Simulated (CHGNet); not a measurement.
**Cubic perovskite BaSnO₃**

The numbers are results of the machine-learned potential CHGNet 0.3.0 (trained on PBE and PBE+U data), not measurements.

Cell (relaxed at this level):

```yaml
crystal:
  lattice:
    - [4.18757, 0.00000, 0.00000]
    - [0.00000, 4.18757, 0.00000]
    - [0.00000, 0.00000, 4.18757]
  atoms:
    - { symbol: Ba, position: [0.00000, 0.00000, 0.00000] }
    - { symbol: Sn, position: [0.50000, 0.50000, 0.50000] }
    - { symbol: O, position: [0.50000, 0.00000, 0.50000] }
    - { symbol: O, position: [0.00000, 0.50000, 0.50000] }
    - { symbol: O, position: [0.50000, 0.50000, 0.00000] }
```

```
Property                    Value
------------------  -------------
lattice constant a        4.188 Å
volume per atom     14.69 Å³/atom
```

Measured, for comparison: lattice constant a 4.116 Å, equilibrium volume per atom 13.95 Å³/atom (temperature not stated, not corrected to a static lattice; as tabulated in Lee et al. (2017), arXiv:1707.09778). Computed (rounded) less measured: lattice constant a +1.7 %, equilibrium volume per atom +5.3 %.

A machine-learned potential is trained on density-functional data: it inherits that level's misses and adds fitting errors of its own.

Note: the model gives imaginary modes for this phase (in the spectrum interpolated from a supercell); this model's volume lies 5 % above that of the starting cell (a measured, published or database cell).
